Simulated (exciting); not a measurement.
Nb: equation of state with PBEsol

**Measured values to compare with.**

From “Pressure effects on the electronic structure and superconductivity of (TaNb)0.67(HfZrTi)0.33 high entropy alloy”, 2019, arxiv:1910.08312, for a bulk crystal of Nb: bulk modulus 169 GPa.

Crystal: Nb.

```
Nb
1.0
    -1.66395    1.66395    1.66395
     1.66395   -1.66395    1.66395
     1.66395    1.66395   -1.66395
Nb
1
Cartesian
  0.0000 0.0000 0.0000
```

```
Program             : exciting (release sodium)
Task                : equation of state
Functional          : PBEsol
Potentials or basis : all-electron LAPW+lo, shipped species files, valence relativity iora*
rgkmax              : 9
k mesh              : 11 × 11 × 11
Occupations         : fermi-dirac, width 0.05 eV
Spin                : no spin polarisation
```

```json
{"Equilibrium volume": "17.60 Å³/atom", "Bulk modulus": "181 GPa", "Pressure derivative of the bulk modulus": "3.3"}
```

Energy against volume, from the lowest point:
```
volume (Å³/atom)  energy (meV/atom)
          17.322               2.36
          17.691               0.00
          18.060               6.31
          18.428              20.25
          18.797              41.48
          19.165              69.33
          19.534             103.02
```

Measured bulk modulus of Nb: 169 GPa (quoted in “Pressure effects on the electronic structure and superconductivity of (TaNb)0.67(HfZrTi)0.33 high entropy alloy”, 2019, arxiv:1910.08312). This calculation gives 181 GPa (+7.3 %). The fit is for a static lattice scaled at fixed shape and fixed fractional positions.
